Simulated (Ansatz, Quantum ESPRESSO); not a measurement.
# RbCl (Fm-3m): phonons by linear response, part 4 of 4

How does RbCl (Fm-3m) vibrate, and is this structure a minimum?

Quantum ESPRESSO 7.5; DFT PBE, scalar-relativistic, plane waves, PseudoDojo norm-conserving pseudopotentials.

So far. Step 9 (Zone-centre analysis): The rule moves no optical mode by more than 0.1 cm⁻¹. Step 11 (Modes along a direction of q (1 0 0)): The field moves one mode, from 102 to 161 cm⁻¹; the others stay.

The database entry behind the starting cell differs from later determinations by our own check (about 0.5 % short), so it need not match the best structure at ambient conditions.

## 13. A second program

A second program on the same cell, potentials, cutoff and meshes tests the implementation of the phonon response, not its convergence. Its field response is summed in its own way. Its k mesh is centred on Γ.

This step: DFT PBE, scalar-relativistic, plane waves, PseudoDojo norm-conserving pseudopotentials (Ansatz 0.2.0).

input.yaml

```yaml
crystal:
  lattice:
    - [-3.348465325, 0.0, 3.348465325]
    - [0.0, 3.348465325, 3.348465325]
    - [-3.348465325, 3.348465325, 0.0]
  atoms:
    - { symbol: Rb, position: [0.0, 0.0, 0.0] }
    - { symbol: Cl, position: [0.5, 0.5, 0.5] }
kpoints:
  mp_grid: { grid: [6, 6, 6] }
hamiltonian:
  xc: pbe
  pseudopotentials: { kind: nc, accuracy: standard }
scf:
  occupations: { method: fixed }
output:
  eigenvalues: true
basis:
  ecutwfc: 789.13
phonons:
  method: dfpt
  dielectric: true
  rigid_motions: translations
  qmesh: [2, 2, 2]
  temperatures: { t_max: 1000, t_step: 50 }
  qpath:
    path:
      - [[0.0, 0.0, 0.0], [0.0, 0.5, 0.5], [0.0, 0.625, 0.375]]
      - [[-0.375, 0.375, 0.0], [0.0, 0.0, 0.0], [0.0, 0.5, 0.0], [-0.25, 0.5, 0.25], [0.0, 0.5, 0.5]]
    npoints: 12
```

Command:

```sh
> ansatz run input.yaml --threads 2 --pin off --max-ram 4096MiB --backend cpu --events-out ev --progress --plain --runs-dir out
```

Numbers of over 12 decimals in the logs are rounded to 6 here.

Output:

```text
Warning: basis.ecutwfc = 789.13 eV is below the records' recommended 789.130201 eV, and the density's cutoff is lower with it unless basis.ecutrho_ratio is high enough to keep the records' density cutoff: compare with a run at a higher cutoff
Engine: ansatz 0.2.0, x86_64-unknown-linux-gnu
Pseudopotentials: kind: nc
Pseudopotential: Rb, nc, valence charge 9, recommended cutoff 630 eV (normal), Rb.nc.azcp (PseudoDojo's, or run here from an input of PseudoDojo's; its table is named by hamiltonian.pseudopotentials.accuracy)
Pseudopotential: Cl, nc, valence charge 7, recommended cutoff 789.130201 eV (normal), Cl.nc.azcp (PseudoDojo's, or run here from an input of PseudoDojo's; its table is named by hamiltonian.pseudopotentials.accuracy)
Functional definition: PBE
  parameter kappa = 0.804
  parameter beta = 0.066725
  exchange = pbe_x(kappa = kappa, mu = beta*pi^2/3)
  correlation = pbe_c(beta = beta)
Crystal: 2 atoms, lattice volume = 75.087 Å³
Basis set: ecut = 789.13 eV, 3767 PW (Γ), exchange–correlation on 90×90×90 points (8 copies of the dense FFT grid, shifted against one another)
Bands: 12, of which v1, the nominal top of the filled ones, is band 8 counted from 1 (7 counted from 0)
Symmetry: 48 space group operations
k-points: 30 of 216 (irreducible under 8 space group operations, time reversal used)
Non-local potential: Rb, projectors of the file, l = 0: 2, l = 1: 2, l = 2: 2, l = 3: 1
Non-local potential: Cl, projectors of the file, l = 0: 2, l = 1: 2, l = 2: 2
Initial density: superposition of atomic densities (chi_scale 0.1, normalization cell, long waves kept (reshape's long-wave potential 0.00 eV rms))
Initial wavefunctions: pseudopotential atomic-orbital guess
Functional: x = pbe(κ = 0.804, μ = 0.219515), c = pbe(β = 0.066725)
SCF iter   1: F=—  HF=-1185.630188 eV  |F-HF|=—  |Δ(HF+E_count)|=         —  Δρ=3.63e-2  dr2=1.73e0  ethr=3.10e-3  ⟨swp⟩=5.5  Hψ=2132  notcnv=0  defer=45
preconditioner: auto → none  [insulator: Δε(μ)=3.458 eV  Ē_g=13.434 eV  n_scr=14 (ndim 8)  ℏωp=16.0 eV  f_vac=0.000  ε∞_Penn≈2.4]
SCF iter   2: F=—  HF=-1184.959774 eV  |F-HF|=—  |Δ(HF+E_count)|=   6.70e-1  Δρ=9.65e-3  dr2=1.24e-1  ethr=3.10e-3  ⟨swp⟩=3.2  Hψ=1066  notcnv=0  defer=48
SCF iter   3: F=—  HF=-1184.942898 eV  |F-HF|=—  |Δ(HF+E_count)|=   1.69e-2  Δρ=3.64e-3  dr2=1.33e-2  ethr=7.76e-4  ⟨swp⟩=2.0  Hψ=524  notcnv=0  defer=58
SCF iter   4: F=—  HF=-1184.950644 eV  |F-HF|=—  |Δ(HF+E_count)|=   7.75e-3  Δρ=1.07e-3  dr2=1.10e-3  ethr=8.32e-5  ⟨swp⟩=3.7  Hψ=659  notcnv=0  defer=58
SCF iter   5: F=—  HF=-1184.951973 eV  |F-HF|=—  |Δ(HF+E_count)|=   1.33e-3  Δρ=9.20e-5  dr2=1.02e-5  ethr=6.89e-6  ⟨swp⟩=3.8  Hψ=709  notcnv=0  defer=58
SCF iter   6: F=—  HF=-1184.952001 eV  |F-HF|=—  |Δ(HF+E_count)|=   2.80e-5  Δρ=1.40e-5  dr2=1.24e-7  ethr=6.39e-8  ⟨swp⟩=2.1  Hψ=653  notcnv=0  defer=58
SCF iter   7: F=—  HF=-1184.952029 eV  |F-HF|=—  |Δ(HF+E_count)|=   2.87e-5  Δρ=2.97e-6  dr2=5.02e-9  ethr=7.74e-10  ⟨swp⟩=3.0  Hψ=616  notcnv=0  defer=27
SCF iter   8: F=-1184.952029 eV  HF=-1184.952029 eV  |F-HF|=1.14e-12  |Δ(HF+E_count)|=   2.23e-9  Δρ=1.53e-7  dr2=2.49e-11  ethr=1.00e-12  ⟨swp⟩=11.1  Hψ=3368  notcnv=0
SCF 1 converged in 8 iterations: F = -1184.952029 eV  dr2 = 2.49e-11
NSCF: frozen V_eff on 3 k-points
DFPT response loops at Γ: preconditioner auto → none (the input reference at scf.mixing.eps_inf says where Resta's filter doesn't serve); β = 0.50; Broyden in place of MSR1
NSCF: frozen V_eff on 16 k-points
NSCF: frozen V_eff on 136 k-points
DFPT response loops at q = (0, 0, -0.5) (fractional): preconditioner auto → Resta (q_TF=auto, 2.109 Å⁻¹)  ε∞=3.5 (no band partly filled); β = 1.00, the filter's whole step (`scf.mixing.beta` (0.50) is not read by the response loops at its default; to damp them type it under 1.00, their step now; it binds the ground state too); Broyden in place of MSR1
NSCF: frozen V_eff on 92 k-points
DFPT response loops at q = (0, -0.5, -0.5) (fractional): preconditioner auto → none (the input reference at scf.mixing.eps_inf says where Resta's filter doesn't serve); β = 0.50; Broyden in place of MSR1
SCF converged after 8 iterations
Free energy (F): -1184.952029 eV
Harris-Foulkes:  -1184.952029 eV  (|F-HF|=1.14e-12)
Internal energy: -1184.952029 eV  (E = F + TS)
E sigma→0 (E₀):  -1184.952029 eV
Fermi energy:    0.716187 eV
--- Per-component energies (eV) ---
  E_band       = -111.251161
  E_kinetic    = 350.377338
  E_local      = -689.807195  (includes V_loc(G=0)·N_el)
  E_nonlocal   = 33.468327
  E_hartree    = 222.894052
  E_xc         = -313.477615
  E_vxc        = -251.077845  (∫ρ·V_xc dr)
  E_ewald      = -788.406937
  E_smearing   = -0.000000  (= −TS)
  E_closure    = -0.000000  (closes the sum)
  Σ components = -1184.952029   (vs F -1184.952029, Δ=0.00e0)
--- Band table (eV; the first three rows and the last of 30) ---
  k-point 0: bands = [... 4 lower, -7.3844, 0.7162, 0.7162, 0.7162, 5.5539, 8.6651, 8.6651, 8.6651]
  k-point 1: bands = [... 4 lower, -7.3804, 0.4841, 0.6390, 0.6390, 6.1418, 8.4872, 8.9901, 8.9901]
  k-point 2: bands = [... 4 lower, -7.3729, 0.0984, 0.4924, 0.4924, 7.4360, 8.4344, 9.8840, 9.8840]
  k-point 29: bands = [... 4 lower, -7.4670, 0.3946, 0.6122, 0.6122, 6.9542, 8.5443, 10.1344, 10.6409]
--- Phonons (Γ-DFPT): 2 representative perturbations + reference, on 30 of 216 k-points (Σ response iterations 6) ---
  k mesh reduced under 8 symmetry operations, with k and −k counted as one. Each operation leaves every solved perturbation unchanged. A smaller set is not considered because the run solves the response to a homogeneous field
  ASR residual: 2.012e-4 → 0.000e0 eV/Å²; symmetrization residual: 4.739e-7 eV/Å²
  ASR residual per site (eV/Å²): 2.01e-4 7.06e-5
  Γ frequencies (cm⁻¹): 0.00 0.00 0.00 101.70 101.70 101.70
  ε∞ (high-frequency dielectric tensor):
        2.281038    -0.000000     0.000000
        0.000000     2.281038     0.000000
       -0.000000     0.000000     2.281038
  ε⁰ (static dielectric tensor: ions relaxed, cell fixed):
        5.721032    -0.000000    -0.000000
        0.000000     5.721032    -0.000000
       -0.000000    -0.000000     5.721032
  ε⁰ − ε∞ (ionic part):
        3.439994     0.000000    -0.000000
        0.000000     3.439994    -0.000000
       -0.000000    -0.000000     3.439994
  softest optical mode at Γ: 101.70 cm⁻¹; the repairs (sum rule, projections) moved no ω² at Γ by more than (0.81 cm⁻¹)²
  Born effective charges Z* (e; rows j = field, columns β = displacement):
    site 0:
         1.16643    0.00000   -0.00000
         0.00000    1.16643    0.00000
        -0.00000    0.00000    1.16643
    site 1:
        -1.16643    0.00000    0.00000
         0.00000   -1.16643   -0.00000
         0.00000   -0.00000   -1.16643
  Z* charge neutrality: 7.880e-6 e pre-enforcement
  k-mesh period / interband length: 28.4 Å / 1.17 Å = 24.26 at k = (0.0000, 0.0000, 0.0000), direct gap 4.838 eV — 14 or more, which is no proof of convergence
  optical modes at Γ without the LO–TO term, one row a degenerate level:
      ω (cm⁻¹)  modes    IR ((D/Å)²/amu)
        101.70      3             3.7581
  optical modes at Γ + LO–TO along q̂ = [1.0000, 0.0000, 0.0000]:
      ω (cm⁻¹)  modes    IR ((D/Å)²/amu)
        101.70      2             2.5054
        161.07      1             1.2527
  optical modes at Γ + LO–TO along q̂ = [0.0000, 1.0000, 0.0000]:
      ω (cm⁻¹)  modes    IR ((D/Å)²/amu)
        101.70      2             2.5054
        161.07      1             1.2527
  optical modes at Γ + LO–TO along q̂ = [0.0000, 0.0000, 1.0000]:
      ω (cm⁻¹)  modes    IR ((D/Å)²/amu)
        101.70      2             2.5054
        161.07      1             1.2527
--- Phonons (arbitrary-q DFPT): 3 irreducible q on the 2×2×2 mesh ---
  q = [0.0000, 0.0000, 0.0000] (star 1, of the zone-centre solve; hermiticity 9.94e-7, symmetrization 1.04e-14): -0.00 0.00 0.00 101.70 101.70 101.70
  q = [0.0000, 0.0000, -0.5000] (star 4, 2 solved perturbations on 68 of 216 k-point pairs; hermiticity 1.56e-12, symmetrization 7.23e-13): 58.56 58.56 93.90 95.14 95.14 135.29
  q = [0.0000, -0.5000, -0.5000] (star 3, 4 solved perturbations in 152 linear systems a pass and spin channel, the states on 46 of 216 k-point pairs; hermiticity 1.55e-6, symmetrization 1.45e-12): 42.16 42.16 73.61 105.98 105.98 116.13
  sum rule: each row above includes the acoustic sum rule's correction from the zone centre's row sums; it moved no ω² by more than (0.80 cm⁻¹)²
  mesh force constants: q→R imaginary residual 3.33e-17; ASR residual 2.012e-4 → 0.000e0 eV/Å²; symmetrization residual 1.776e-15 eV/Å²
  interpolated dispersion: 75 rows × 6 modes
  density of states and harmonic sums: on the 16×16×16 q-mesh, interpolated from the force constants of a 2×2×2 supercell (with the dipole–dipole term)
  largest difference from the sums on the solved wave vectors: F 8.93e-2 eV, S 1.22e-4 and C_V 3.22e-5 eV/K
  zero-point energy: 0.031549 eV/cell   skipped modes (ω ≤ 0): 3   left out of the sums: 1.22e-4 of the cell's modes: C_V's classical limit lies that fraction below 3 k_B per atom; for a crystal, a wire or a layer, F and S can be off by more, and a phonons.interpolated_qmesh denser along its periods is the remedy for the sampling
```

Elapsed: 32 s, on 2 threads of Intel Xeon Platinum 8375C at 2.90GHz (Ice Lake), shared host; peak memory 0.81 GiB; 63 s of CPU time.

Read from the output:

```yaml
sum_rule_residual_before_enforcement: 2.01e-4 eV/Å²
miss_of_the_charge_sum_rule: 7.88e-6 e
mean_frequency: 84.8 cm⁻¹
debye_temperature_second_moment: 167 K
logarithmic_mean_frequency: 78.8 cm⁻¹
mean_high_frequency_dielectric_constant: 2.281
largest_born_charge_in_size_third_of_the_trace: 1.166 e
mean_static_dielectric_constant: 5.721
lowest_mode_on_the_q_mesh_acoustic_ones_at_the_zone_centre_apart: 42.16 cm⁻¹
zero_point_energy_per_atom: 15.77 meV
vibrational_entropy_at_300_k: 49.42 J/(mol atoms K)
```

Transverse modes. Infrared lines, with heights relative to the strongest:

| position (cm⁻¹) | label | IR intensity ((D/Å)²/amu), degenerate modes summed, relative |
| --- | --- | --- |
| 102 | T1u | 100 |

## 14. The two compared: QE PseudoDojo and Ansatz, PseudoDojo

Numbers from this step:

| Property | Result |
| --- | --- |
| root-mean-square difference | 0.01 cm⁻¹ |
| largest difference | 0.02 cm⁻¹ |
| root-mean-square difference on the path | 0 cm⁻¹ |
| largest difference on the path | 0.1 cm⁻¹ |

The two runs side by side. Further quantities:

| quantity | QE PseudoDojo | Ansatz, PseudoDojo |
| --- | --- | --- |
| mean ε∞ | 2.282 | 2.281 |
| largest Born charge in size (e; the first before, the second after the charge sum rule) | 1.167 | 1.166 |

The interpolated bands of the two lie on top of each other.

At the solved wavevectors the largest difference (acoustic modes at Γ apart) is 0.01 % of the highest mode.

## 15. Summary of results

* space group after relaxation: Fm-3m
* volume per atom: 37.5 Å³
* gap on the k-mesh: 4.84 eV
* highest optical zone-centre mode (no LO-TO term): 101.7 cm⁻¹
* highest mode moved by the LO-TO term: 161.1 cm⁻¹
* mean high-frequency dielectric constant: 2.28
* largest Born charge in size (third of the trace): 1.17 e
* mean static dielectric constant: 5.72
* q mesh: 2×2×2
* lowest mode on the q mesh (acoustic ones at the zone centre apart): 42.2 cm⁻¹
* zero-point energy per atom: 15.8 meV
* heat capacity at 300 K: 24.6 J/(mol atoms K)
* vibrational entropy at 300 K: 49.4 J/(mol atoms K)
* imaginary modes on the q mesh: none
* largest difference from Ansatz, PseudoDojo: 0.02 cm⁻¹

RbCl (Fm-3m) is dynamically stable on the 2×2×2 mesh; its spectrum reaches 161 cm⁻¹. At the PBE level the optical modes of RbCl (Fm-3m) at the zone centre (no LO-TO term) lie at 102 cm⁻¹. Along the directions run, the highest mode that the macroscopic field moves lies at 161 cm⁻¹. Lattice motion raises the mean dielectric constant from 2.282 to 5.723. The Born charge of Cl is -1.167 e against a formal charge of -1, somewhat above it. The Lyddane-Sachs-Teller relation holds: (ωLO/ωTO)² is 2.51 and ε₀/ε∞ is 2.51. QE PseudoDojo and Ansatz, PseudoDojo agree to 0.02 cm⁻¹ (0.01 % of the highest mode compared) on all solved modes but the acoustic ones at Γ, without the LO-TO term. These are harmonic frequencies at zero temperature: anharmonic shifts and linewidths and thermal expansion are left out.

[Host names and launcher messages were left out of these logs when they were recorded.]

[Logs are printed without paths, hosts, clocks, repeated set-up lines and the standing remarks that a program may print on its own settings, such as how far it seeks lower states.]

[Hosts, paths, dates, database ids (printed as entryN), source tags and the programs' standing remarks are cut or masked in the printed files.]
